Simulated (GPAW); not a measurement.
# Collinear magnetic orders of MnS (Rambergite) with GPAW

Does MnS (Rambergite) prefer parallel or opposed moments, or none?

Main program and level: GPAW 26.7.0; PBE with U = 4 eV on Mn d; plane waves with GPAW's PAW setups, scalar-relativistic.

This is a report of a sequence of runs, with most program output left out.

The database entry behind the starting cell differs from later determinations by our own check (about 0.3 % short against later determinations), so it need not match the best structure at ambient conditions.

## 1. Set-up

It takes space group P6_3mc (No. 186, hexagonal). The conventional cell has a = 3.976 Å, b = 3.976 Å, c = 6.432 Å, α = 90.00°, β = 90.00°, γ = 120.00°. Nearest to Mn lie 4 S at 2.41 to 2.48 Å. Nearest to S lie 4 Mn at 2.41 to 2.48 Å. Farther neighbours and most contacts between anions are not listed.

Structure file:

```cif
data_structure
_symmetry_space_group_name_H-M 'P6_3mc'
_symmetry_Int_Tables_number 186
_cell_length_a 3.9760
_cell_length_b 3.9760
_cell_length_c 6.4320
_cell_angle_alpha 90.000
_cell_angle_beta 90.000
_cell_angle_gamma 120.000
_cell_volume 88.06
loop_
_atom_site_label
_atom_site_type_symbol
_atom_site_symmetry_multiplicity
_atom_site_Wyckoff_symbol
_atom_site_fract_x
_atom_site_fract_y
_atom_site_fract_z
_atom_site_occupancy
Mn1 Mn 2 b 0.33333 0.66667 0.00000 1
S1 S 2 b 0.33333 0.66667 0.38500 1
```

## 2. Order 1, typed as ferro ++

The parallel start comes first: it fits the smallest cell, keeps the most symmetry and shows whether parallel moments form. A Hubbard term is added for the open shell, at a value in common use.

File order1.py:

```python
import json
import numpy as np
from ase import Atoms
from ase.parallel import paropen, parprint
from gpaw import GPAW

atoms = Atoms(['Mn', 'Mn', 'S', 'S'],
    cell=[[3.976, 0.0, 0.0],
         [-1.988, 3.44331701, 0.0],
         [0.0, 0.0, 6.432]],
    scaled_positions=[[0.33333333, 0.66666667, 0.0],
         [0.66666667, 0.33333333, 0.5],
         [0.33333333, 0.66666667, 0.385],
         [0.66666667, 0.33333333, 0.885]],
    pbc=True,
    magmoms=[4.5, 4.5, 0.0, 0.0])
atoms.calc = GPAW(mode={'name': 'pw', 'ecut': 550},
    xc='PBE',
    kpts={'size': (10, 10, 6), 'gamma': True},
    occupations={'name': 'fermi-dirac', 'width': 0.1},
    convergence={'density': 1e-05, 'energy': 1e-05},
    maxiter=200,
    setups={'Mn': ':d,4.0'},
    txt='order1.txt')
e = atoms.get_potential_energy(force_consistent=True)
res = {'free_energy': e, 'energy_sigma0': atoms.get_potential_energy(), 'fermi_energy': atoms.calc.get_fermi_level()}
res['moments'] = atoms.get_magnetic_moments().tolist()
res['total'] = atoms.get_magnetic_moment()
parprint('site moments (muB):', np.round(res['moments'], 3))
parprint(f"total moment: {res['total']:.3f} muB")
parprint(f'free energy: {e:.6f} eV')
atoms.calc.write('order1.gpw')
with paropen('results.json', 'w') as f:
    json.dump(res, f)
```

Started as:

```
$ OMP_NUM_THREADS=1 mpirun -n 4 gpaw python order1.py > order1.log
```

It took 2.8 min on 4 MPI ranks of Intel Xeon Platinum 8259CL at 2.50GHz (Skylake/Cascade Lake), shared host; peak memory 1.4 GiB.

Spin moment in the augmentation sphere by atom:

| atom | spin moment in the augmentation sphere (μB) |
| --- | --- |
| Mn1 | 4.49 |
| Mn2 | 4.49 |
| S3 | 0.03 |
| S4 | 0.03 |

Read from the output:

```yaml
magnetization: 10.000 μB
final_state: ferromagnetic
```

After 11 cycles the largest moment stands at 4.49 μB.

## 3. Start 2: antiferro q=(0,1/2,0) +--+

Another pattern of signs weighs the neighbour shells otherwise.

The cell is doubled to 8 atoms to hold this order. Its mesh is chosen so that both cells sample the same points.

File order2.py:

```python
import json
import numpy as np
from ase import Atoms
from ase.parallel import paropen, parprint
from gpaw import GPAW

atoms = Atoms(['Mn', 'Mn', 'Mn', 'Mn', 'S', 'S', 'S', 'S'],
    cell=[[3.976, 0.0, 0.0],
         [-3.976, 6.88663401, 0.0],
         [0.0, 0.0, 6.432]],
    scaled_positions=[[0.33333333, 0.33333333, 0.0],
         [0.33333333, 0.83333333, 0.0],
         [0.66666667, 0.16666667, 0.5],
         [0.66666667, 0.66666667, 0.5],
         [0.33333333, 0.33333333, 0.385],
         [0.33333333, 0.83333333, 0.385],
         [0.66666667, 0.16666667, 0.885],
         [0.66666667, 0.66666667, 0.885]],
    pbc=True,
    magmoms=[4.5, -4.5, -4.5, 4.5, 0.0, 0.0, 0.0, 0.0])
atoms.calc = GPAW(mode={'name': 'pw', 'ecut': 550},
    xc='PBE',
    kpts={'size': (10, 5, 6), 'gamma': True},
    occupations={'name': 'fermi-dirac', 'width': 0.1},
    convergence={'density': 1e-05, 'energy': 1e-05},
    maxiter=200,
    setups={'Mn': ':d,4.0'},
    txt='order2.txt')
e = atoms.get_potential_energy(force_consistent=True)
res = {'free_energy': e, 'energy_sigma0': atoms.get_potential_energy(), 'fermi_energy': atoms.calc.get_fermi_level()}
res['moments'] = atoms.get_magnetic_moments().tolist()
res['total'] = atoms.get_magnetic_moment()
parprint('site moments (muB):', np.round(res['moments'], 3))
parprint(f"total moment: {res['total']:.3f} muB")
parprint(f'free energy: {e:.6f} eV')
atoms.calc.write('order2.gpw')
with paropen('results.json', 'w') as f:
    json.dump(res, f)
```

Started as:

```
$ OMP_NUM_THREADS=1 mpirun -n 4 gpaw python order2.py > order2.log
```

Elapsed: 8.5 min, on 4 MPI ranks; peak memory 2.6 GiB.

Spin moment in the augmentation sphere by atom:

| atom | spin moment in the augmentation sphere (μB) |
| --- | --- |
| Mn1 | 4.41 |
| Mn2 | -4.41 |
| Mn3 | -4.41 |
| Mn4 | 4.41 |
| S5 | 0.00 |
| S6 | 0.00 |
| S7 | 0.00 |
| S8 | 0.00 |

This step gave:

```yaml
magnetization: 0 μB
final_state: antiferromagnetic
```

It lies 92.5 meV a seeded atom under the first start, and its largest moment is 4.41 μB against 4.49 μB.

## 4. Run 3 (antiferro +-)

Reversing part of the moments tests the sign of the couplings between them.

File order3.py:

```python
import json
import numpy as np
from ase import Atoms
from ase.parallel import paropen, parprint
from gpaw import GPAW

atoms = Atoms(['Mn', 'Mn', 'S', 'S'],
    cell=[[3.976, 0.0, 0.0],
         [-1.988, 3.44331701, 0.0],
         [0.0, 0.0, 6.432]],
    scaled_positions=[[0.33333333, 0.66666667, 0.0],
         [0.66666667, 0.33333333, 0.5],
         [0.33333333, 0.66666667, 0.385],
         [0.66666667, 0.33333333, 0.885]],
    pbc=True,
    magmoms=[4.5, -4.5, 0.0, 0.0])
atoms.calc = GPAW(mode={'name': 'pw', 'ecut': 550},
    xc='PBE',
    kpts={'size': (10, 10, 6), 'gamma': True},
    occupations={'name': 'fermi-dirac', 'width': 0.1},
    convergence={'density': 1e-05, 'energy': 1e-05},
    maxiter=200,
    setups={'Mn': ':d,4.0'},
    txt='order3.txt')
e = atoms.get_potential_energy(force_consistent=True)
res = {'free_energy': e, 'energy_sigma0': atoms.get_potential_energy(), 'fermi_energy': atoms.calc.get_fermi_level()}
res['moments'] = atoms.get_magnetic_moments().tolist()
res['total'] = atoms.get_magnetic_moment()
parprint('site moments (muB):', np.round(res['moments'], 3))
parprint(f"total moment: {res['total']:.3f} muB")
parprint(f'free energy: {e:.6f} eV')
atoms.calc.write('order3.gpw')
with paropen('results.json', 'w') as f:
    json.dump(res, f)
```

Started as:

```
$ OMP_NUM_THREADS=1 mpirun -n 4 gpaw python order3.py > order3.log
```

Elapsed: 2.4 min, on 4 MPI ranks; peak memory 1.3 GiB.

Spin moment in the augmentation sphere by atom:

| atom | spin moment in the augmentation sphere (μB) |
| --- | --- |
| Mn1 | 4.44 |
| Mn2 | -4.44 |
| S3 | -0.01 |
| S4 | 0.01 |

Numbers from this step:

| Item | Value |
| --- | --- |
| magnetization | 0 μB |
| final state | antiferromagnetic |

It lies 57.5 meV a seeded atom under the first start, and its largest moment is 4.44 μB against 4.49 μB.

## 5. Run 4 (no spin polarisation)

This run holds no moments, which gives a state to set the others against.

nospin.py is the script of step 4 with these lines changed:

```diff
@@ -14,4 +14,3 @@
          [0.66666667, 0.33333333, 0.885]],
-    pbc=True,
-    magmoms=[4.5, -4.5, 0.0, 0.0])
+    pbc=True)
 atoms.calc = GPAW(mode={'name': 'pw', 'ecut': 550},
@@ -23,11 +22,7 @@
     setups={'Mn': ':d,4.0'},
-    txt='order3.txt')
+    txt='nospin.txt')
 e = atoms.get_potential_energy(force_consistent=True)
 res = {'free_energy': e, 'energy_sigma0': atoms.get_potential_energy(), 'fermi_energy': atoms.calc.get_fermi_level()}
-res['moments'] = atoms.get_magnetic_moments().tolist()
-res['total'] = atoms.get_magnetic_moment()
-parprint('site moments (muB):', np.round(res['moments'], 3))
-parprint(f"total moment: {res['total']:.3f} muB")
 parprint(f'free energy: {e:.6f} eV')
-atoms.calc.write('order3.gpw')
+atoms.calc.write('nospin.gpw')
 with paropen('results.json', 'w') as f:
```

Started as:

```
$ OMP_NUM_THREADS=1 mpirun -n 4 gpaw python nospin.py > nospin.log
```

It took 2.8 min on 4 MPI ranks; peak memory 1 GiB; 11 min of CPU time.

Read from the output:

```
final state : non-magnetic (no spin polarisation)
```

It lies 4424 meV a seeded atom over the first start.

## 6. The states side by side

These are free energies at a smearing of 0.1 eV, so its entropy term is in the differences. They are divided by the number of seeded atoms, so that cells of unlike size compare. Wavevectors q in the names are fractions of the reciprocal vectors of the first run's cell.

Orders:

| start | final state | typed order kept | energy over the lowest (meV a seeded atom) | largest site moment (μB) | net moment (μB a primitive cell) | mesh matched | CPU time (s) |
| --- | --- | --- | --- | --- | --- | --- | --- |
| ferro ++ | ferromagnetic | yes | 92.45 | 4.491 | 10 | yes | 676.5 |
| antiferro q=(0,1/2,0) +--+ | antiferromagnetic | yes | 0 | 4.414 | 0 | yes | 2046 |
| antiferro +- | antiferromagnetic | yes | 34.94 | 4.441 | 0 | yes | 581.3 |
| no spin polarisation | non-magnetic | - | 4516 | 0 | 0 | yes | 677 |

## 7. Summary of results

| Item | Value |
| --- | --- |
| lowest state found | antiferromagnetic (typed antiferro q=(0,1/2,0) +--+) |
| largest site moment | 4.41 μB |
| next state | antiferromagnetic, 34.9 meV a seeded atom higher |
| run without spin seeds, over the lowest | 4516 meV a seeded atom |

In words: The lowest state found is antiferromagnetic, reached from the start antiferro q=(0,1/2,0) +--+, with moments up to 4.41 μB. The next state costs 35 meV a seeded atom. Under a U a spinless open shell is left with part-filled orbitals, which the U penalises, so its energy is no clean measure of what the moments gain. This is the lowest of 4 finished starts, no proof of the ground state.

[Logs and program files are shortened in this print: banners, set-up blocks, solver, clock and traceback lines can be left out without a mark of their own.]

[Logs are printed without paths, hosts, clocks, repeated set-up lines and the standing remarks that a program may print on its own settings, such as how far it seeks lower states.]

[Hosts, paths, dates, database ids (printed as entryN), source tags and the programs' standing remarks are cut or masked in the printed files.]

[Where a cell is said to come from a database of computed structures, the database is the Materials Project.]
